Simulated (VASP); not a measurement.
# NdH2 (Fm-3m) in VASP: single point with r2SCAN

Aim: the single point of NdH2 with r2SCAN.

Everything below comes from runs of VASP 6.6.1. Logs are shortened: lines on timing, memory, paths and dates and some standing lists are left out, and cuts for length are marked.

### 1 Starting point

It takes space group Fm-3m (No. 225, cubic). Conventional cell: a = 5.312 Å, b = 5.312 Å, c = 5.312 Å, α = 90.00°, β = 90.00°, γ = 90.00°. Nd (site symmetry m-3m) is surrounded by 8 H at 2.30 Å. H (site symmetry -43m) has 4 Nd at 2.30 Å as nearest neighbours.

The cell was built by a generator and needn't be a form met in nature.

### 2 Single point, r2SCAN

The input, POSCAR:

```
NdH2
1.0
    0.0000000000      2.6562250000      2.6562250000
    2.6562250000      0.0000000000      2.6562250000
    2.6562250000      2.6562250000      0.0000000000
Nd H
1 2
Direct
    0.0000000000      0.0000000000      0.0000000000
    0.2500000000      0.2500000000      0.2500000000
    0.7500000000      0.7500000000      0.7500000000
```

The input, INCAR.step1:

```
PREC     = Accurate       # precision mode
ENCUT    = 520            # plane-wave cutoff, eV
ISMEAR   = -5             # smearing method
SIGMA    = 0.134          # smearing width, eV
LREAL    = F              # projectors in reciprocal space
LASPH    = T              # aspherical terms in the spheres
NELM     = 60             # most SCF steps
LMAXMIX  = 6              # l up to which the mixer works
NBANDS   = 15             # bands
ISYM     = 0            
GGA      = PE             # functional
ALGO     = Normal         # electronic algorithm
EDIFF    = 1E-4           # SCF threshold, eV
LWAVE    = T              # write WAVECAR
LCHARG   = F              # write CHGCAR
```

The input, INCAR.step2:

```
PREC     = Accurate       # precision mode
ENCUT    = 520            # plane-wave cutoff, eV
EDIFF    = 1E-6           # SCF threshold, eV
ISMEAR   = -1             # smearing method
SIGMA    = 0.134          # smearing width, eV
LREAL    = F              # projectors in reciprocal space
LASPH    = T              # aspherical terms in the spheres
NELM     = 60             # most SCF steps
ALGO     = Normal         # electronic algorithm
ISIF     = 2              # what is computed and relaxed
LWAVE    = F              # write WAVECAR
LCHARG   = F              # write CHGCAR
LMAXMIX  = 6              # l up to which the mixer works
METAGGA  = R2SCAN         # meta-GGA
LMIXTAU  = T            
LORBIT   = 11             # projections on sites
NBANDS   = 15             # bands
ISYM     = 0            
ISTART   = 1
```

The input, KPOINTS:

```
Automatic mesh
0
Gamma
  6 6 6
```

Potentials or basis: VASP PAW PBE potentials, release 64 (Nd, H).

Run with:

```sh
cat potpaw_PBE.64/Nd/POTCAR potpaw_PBE.64/H/POTCAR > POTCAR
cp INCAR.step1 INCAR
mpirun -np 1 vasp_std > vasp.out
cp INCAR.step2 INCAR
mpirun -np 1 vasp_std > vasp.out
```

OUTCAR:

```text
PREC = Accurate
   ENCUT = 520
   EDIFF = 1E-6
   ISMEAR = -1
   LREAL = F
   LASPH = T
   NELM = 60
   ISIF = 2
   METAGGA = R2SCAN
   LORBIT = 11
   ISYM = 0
   ISTART = 1

 ion  position               nearest neighbor table
   1  0.000  0.000  0.000-
   2  0.250  0.250  0.250-
   3  0.750  0.750  0.750-

IMPORTANT INFORMATION: All symmetrisations will be switched off!
NOSYMM: (Re-)initialisation of all symmetry stuff for point group C_1.

----------------------------------------------------------------------------------------

                                     Primitive cell

  volume of cell :      37.4822

  direct lattice vectors                    reciprocal lattice vectors
     0.000000000  2.656225000  2.656225000    -0.188237066  0.188237066  0.188237066
     2.656225000  0.000000000  2.656225000     0.188237066 -0.188237066  0.188237066
     2.656225000  2.656225000  0.000000000     0.188237066  0.188237066 -0.188237066

  length of vectors
     3.756469420  3.756469420  3.756469420     0.326036162  0.326036162  0.326036162

  position of ions in fractional coordinates (direct lattice)
     0.000000000  0.000000000  0.000000000
     0.250000000  0.250000000  0.250000000
     0.750000000  0.750000000  0.750000000

  ion indices of the primitive-cell ions
   primitive index   ion index
                 1           1
                 2           2
                 3           3

----------------------------------------------------------------------------------------

 KPOINTS: Automatic mesh

Automatic generation of k-mesh.
 Grid dimensions read from file:
 generate k-points for:    6    6    6

 Generating k-lattice:

  Cartesian coordinates                     Fractional coordinates (reciprocal lattice)
    -0.031372844  0.031372844  0.031372844     0.166666667  0.000000000  0.000000000
     0.031372844 -0.031372844  0.031372844     0.000000000  0.166666667  0.000000000
     0.031372844  0.031372844 -0.031372844     0.000000000  0.000000000  0.166666667

  Length of vectors
     0.054339360  0.054339360  0.054339360

  Shift w.r.t. Gamma in fractional coordinates (k-lattice)
     0.000000000  0.000000000  0.000000000

 Subroutine IBZKPT returns following result:
 ===========================================

 Found    112 irreducible k-points:

 Following reciprocal coordinates:
            Coordinates               Weight
  0.000000  0.000000  0.000000      1.000000
  0.166667  0.000000  0.000000      2.000000
  0.000000  0.166667  0.000000      2.000000
  0.000000  0.000000  0.166667      2.000000
  0.166667  0.166667  0.166667      2.000000
  0.333333  0.000000  0.000000      2.000000
[... 16 lines left out ...]
  0.166667 -0.166667 -0.166667      2.000000
  0.333333  0.333333  0.166667      2.000000
 [... further k-points ...]
   k-points           NKPTS =    112   k-points in BZ     NKDIM =    112   number of bands    NBANDS=     15
   number of dos      NEDOS =    301   number of ions     NIONS =      3
   total plane-waves  NPLWV =  21952
   dimension x,y,z NGX =    28 NGY =   28 NGZ =   28
   dimension x,y,z NGXF=    56 NGYF=   56 NGZF=   56
   ions per type =               1   2
   NGX,Y,Z   is equivalent  to a cutoff of  12.39, 12.39, 12.39 a.u.
   NGXF,Y,Z  is equivalent  to a cutoff of  24.78, 24.78, 24.78 a.u.
 SYSTEM =  unknown system
   PREC   = accura    normal or accurate (medium, high low for compatibility)
   ISTART =      1    job   : 0-new  1-cont  2-samecut
   ICHARG =      0    charge: 1-file 2-atom 10-const
   ISPIN  =      1    spin polarized calculation?
   LNONCOLLINEAR =      F non collinear calculations
   LSORBIT =      F    spin-orbit coupling
   LASPH  =      T    aspherical Exc in radial PAW
   ENCUT  =  520.0 eV  38.22 Ry    6.18 a.u.   6.98  6.98  6.98*2*pi/ulx,y,z
   NELM   =     60;   NELMIN=  2; NELMDL=  0     # of ELM steps
   EDIFF  = 0.1E-05   stopping-criterion for ELM
   LREAL  =      F    real-space projection
   EDIFFG = 0.1E-04   stopping-criterion for IOM
   NSW    =      0    number of steps for IOM
   IBRION =     -1    ionic relax: 0-MD 1-quasi-New 2-CG
   NFREE  =      0    steps in history (QN), initial steepest desc. (CG)
   ISIF   =      2    stress and relaxation
   ISYM   =      0    0-nonsym 1-usesym 2-fastsym
   POTIM  = 0.5000    time-step for ionic-motion
   TEBEG  =    0.0;   TEEND  =   0.0 temperature during run
   PSTRESS=    0.0 pullay stress
   NELECT =      16.0000    total number of electrons
   NUPDOWN=      -1.0000    fix difference up-down
   EMIN   =  10.00;   EMAX   =-10.00  energy-range for DOS
   EFERMI =   0.00;   METHOD = LEGACY
   ISMEAR =    -1;   SIGMA  =   0.13  broadening in eV -4-tet -1-fermi 0-gaus
   EFERMI_NEDOS =   21; number of points for ismear=-14 and -15
   IALGO  =     38    algorithm
   IMIX   =      4    mixing-type and parameters
     AMIX     =   0.40;   BMIX     =  1.00
     AMIX_MAG =   1.60;   BMIX_MAG =  1.00
  volume/ion in A,a.u.               =      12.49        84.31
  Fermi-wavevector in a.u.,A,eV,Ry     =   1.232651  2.329372 20.673064  1.519427
  Thomas-Fermi vector in A             =   2.367412
   LORBIT       =     11    0 simple, 1 ext, 2 COOP (PROOUT), +10 PAW based schemes
   METAGGA = R2SCAN    functional components
   LHFCALC =     F    Hartree Fock is set to
   AEXX    =    0.0000 exact exchange contribution
   IVDW    =     0    specifies the selected vdW correction
   LEPSILON=     F    determine dielectric tensor
   LRPA    =     F    only Hartree local field effects (RPA)
 non-spin polarized calculation
  energy-cutoff  :      520.00
  volume of cell :       37.48
 maximum number of plane-waves:      1019
   NGX = 13   NGY = 13   NGZ = 13

 number of electron      16.0000008 magnetization

 Free energy of the ion-electron system (eV)
  ---------------------------------------------------
  ext. energy  EPLUGINS =         0.00000000
  ---------------------------------------------------
  free energy    TOTEN  =       -39.19450106 eV

  energy without entropy =      -38.58554414  energy(sigma->0) =      -38.89002260

 E-fermi :   4.4735     XC(G=0): -10.8557

 val. band max:        4.4727688214   @ k =   0.1667   0.3333   0.0000
 cond. band min:       4.4775767518   @ k =   0.1667  -0.3333   0.3333
 fundamental gap:      0.0048079304
 Fermi energy:         4.4734507963

 k-point     1 :       0.0000    0.0000    0.0000
  band No.  band energies     occupation
      1     -33.6985      2.00000
      2     -14.0327      2.00000
      3     -14.0326      2.00000
      4     -14.0324      2.00000
      5      -2.7298      2.00000
      6       2.0033      2.00000
      7       4.6741      0.36553
      8       4.6745      0.36467
      9       4.6752      0.36316
     10       5.1353      0.01422
     11       5.1389      0.01384
     12       5.1402      0.01371
     13       6.1086      0.00001
     14       6.1087      0.00001
     15       6.1087      0.00001

 k-point     2 :       0.1667    0.0000    0.0000
  band No.  band energies     occupation
      1     -33.6698      2.00000
      2     -14.3369      2.00000
      3     -14.0648      2.00000
      4     -14.0645      2.00000
      5      -2.0827      2.00000
      6       1.2602      2.00000
      7       4.5650      0.67119
      8       4.5656      0.66916
      9       4.6766      0.36014
     10       5.0754      0.02214
     11       5.1651      0.01140
     12       5.1691      0.01106
     13       5.9913      0.00002
     14       6.4842      0.00000
     15       6.4850      0.00000

 k-point     3 :       0.0000    0.1667    0.0000
  band No.  band energies     occupation
      1     -33.6698      2.00000
      2     -14.3368      2.00000
      3     -14.0649      2.00000
      4     -14.0645      2.00000
      5      -2.0827      2.00000
      6       1.2602      2.00000
      7       4.5642      0.67361
      8       4.5661      0.66745
      9       4.6767      0.35988
     10       5.0742      0.02234
     11       5.1661      0.01131
     12       5.1694      0.01104
     13       5.9912      0.00002
     14       6.4843      0.00000
     15       6.4849      0.00000

 k-point     4 :       0.0000    0.0000    0.1667
  band No.  band energies     occupation
      1     -33.6698      2.00000
      2     -14.3366      2.00000
      3     -14.0648      2.00000
      4     -14.0648      2.00000
      5      -2.0827      2.00000
      6       1.2602      2.00000
      7       4.5643      0.67346
      8       4.5653      0.67025
      9       4.6773      0.35849
     10       5.0715      0.02279
     11       5.1682      0.01114
     12       5.1703      0.01097
     13       5.9910      0.00002
     14       6.4842      0.00000
     15       6.4851      0.00000
[... 307 lines left out ...]
 k-point    22 :       0.1667    0.3333    0.0000
  band No.  band energies     occupation
      1     -33.6116      2.00000
      2     -14.7445      2.00000
      3     -14.2149      2.00000
      4     -14.1946      2.00000
      5      -0.8271      2.00000
      6       0.4117      2.00000
      7       4.4690      1.01678
      8       4.4728      1.00254
      9       4.5830      0.61267
     10       4.7347      0.24913
     11       5.2614      0.00557
     12       5.2661      0.00538
     13       5.8920      0.00005
     14       6.2335      0.00000
     15       7.2450      0.00000

 k-point    23 :       0.1667   -0.1667   -0.1667
  band No.  band energies     occupation
      1     -33.6116      2.00000
      2     -14.7445      2.00000
      3     -14.2148      2.00000
      4     -14.1947      2.00000
      5      -0.8271      2.00000
      6       0.4117      2.00000
      7       4.4688      1.01721
      8       4.4721      1.00487
      9       4.5836      0.61054
     10       4.7360      0.24708
     11       5.2617      0.00556
     12       5.2644      0.00545
     13       5.8914      0.00005
     14       6.2343      0.00000
     15       7.2450      0.00000

 k-point    24 :       0.3333    0.3333    0.1667
  band No.  band energies     occupation
      1     -33.6116      2.00000
      2     -14.7446      2.00000
      3     -14.2146      2.00000
      4     -14.1948      2.00000
      5      -0.8271      2.00000
      6       0.4117      2.00000
      7       4.4699      1.01311
      8       4.4717      1.00667
      9       4.5829      0.61283
     10       4.7369      0.24564
     11       5.2580      0.00572
     12       5.2671      0.00534
     13       5.8915      0.00005
     14       6.2342      0.00000
     15       7.2453      0.00000

 [... further k-points ...]
[... 5 lines left out ...]
  --------------------------------------------------------------------------------------
  -------------------------------------------------------------------------------------
  Total        1.1647709      1.1651599      1.1646751      0.0004974      0.0003302      0.0005450
  in kB       49.7882105     49.8048375     49.7841168      0.0212622      0.0141126      0.0232952
  external PRESSURE =      49.7923883 kB  Pullay stress =       0.0000000 kB

 VOLUME and BASIS-vectors are now :
 -----------------------------------------------------------------------------
  energy-cutoff  :      520.00
  volume of cell :       37.48
      direct lattice vectors                 reciprocal lattice vectors
     0.000000000  2.656225000  2.656225000    -0.188237066  0.188237066  0.188237066
     2.656225000  0.000000000  2.656225000     0.188237066 -0.188237066  0.188237066
     2.656225000  2.656225000  0.000000000     0.188237066  0.188237066 -0.188237066

 POSITION                                       TOTAL-FORCE (eV/Angst)
 -----------------------------------------------------------------------------------
      0.00000      0.00000      0.00000        -0.000001      0.000001      0.000000
      1.32811      1.32811      1.32811         0.000051      0.000093     -0.000082
      3.98434      3.98434      3.98434        -0.000050     -0.000094      0.000082
 -----------------------------------------------------------------------------------
    total drift:                               -0.000002      0.000005      0.000000

  FREE ENERGIE OF THE ION-ELECTRON SYSTEM (eV)
  ---------------------------------------------------
  free  energy   TOTEN  =       -39.1945010599 eV

  energy  without entropy=      -38.5855441441  energy(sigma->0) =      -38.89002260

 total charge

# of ion       s       p       d       f       tot
--------------------------------------------------
    1        2.005   5.267   0.529   3.102  10.903
    2        0.575   0.006   0.000   0.000   0.582
    3        0.575   0.006   0.000   0.000   0.582
--------------------------------------------------
tot          3.156   5.279   0.529   3.102  12.066
```

It took 5.6 min on 1 thread of Intel Xeon 6975P-C (Granite Rapids), shared host; peak memory 0.22 GiB.

What came out:

| Property | Result |
| --- | --- |
| Free energy | -39.1945 eV |
| Pressure | 5.0 GPa |
| Band gap on the k mesh | none (metal or under the smearing width) |
| Valence electrons inside the program's atomic spheres | Nd 10.90; H 0.58 |

Levels at points of the mesh, in eV from the Fermi level:
| k point | band 5 | band 6 | band 7 | band 8 | band 9 | band 10 | band 11 | band 12 |
| --- | --- | --- | --- | --- | --- | --- | --- | --- |
| (0.00, 0.00, 0.00) | -7.20 | -2.47 | 0.20 | 0.20 | 0.20 | 0.66 | 0.67 | 0.67 |
| (0.50, 0.00, 0.00) | -5.80 | -2.80 | -0.06 | -0.06 | 0.21 | 0.54 | 0.89 | 0.89 |
| (0.00, 0.50, 0.00) | -5.80 | -2.80 | -0.06 | -0.05 | 0.21 | 0.54 | 0.89 | 0.89 |
| (0.00, 0.00, 0.50) | -5.80 | -2.80 | -0.06 | -0.06 | 0.21 | 0.54 | 0.89 | 0.90 |
| (0.50, 0.50, 0.50) | -5.80 | -2.80 | -0.06 | -0.06 | 0.21 | 0.54 | 0.89 | 0.89 |
| (0.50, 0.50, 0.00) | -5.31 | -2.79 | -1.59 | -0.04 | -0.04 | -0.03 | 0.87 | 0.88 |
| (0.00, 0.50, 0.50) | -5.31 | -2.79 | -1.59 | -0.04 | -0.04 | -0.03 | 0.87 | 0.88 |
| (0.50, 0.00, 0.50) | -5.31 | -2.79 | -1.59 | -0.04 | -0.04 | -0.03 | 0.87 | 0.88 |

Caveat: the PAW data sets were made with another functional, which shifts forces and pressure a little; without U or exact exchange the open f shell lies at the Fermi level, which spoils levels, moments and volumes. Spin polarisation is off, so any magnetic state and its effect on volume and gap are missing.
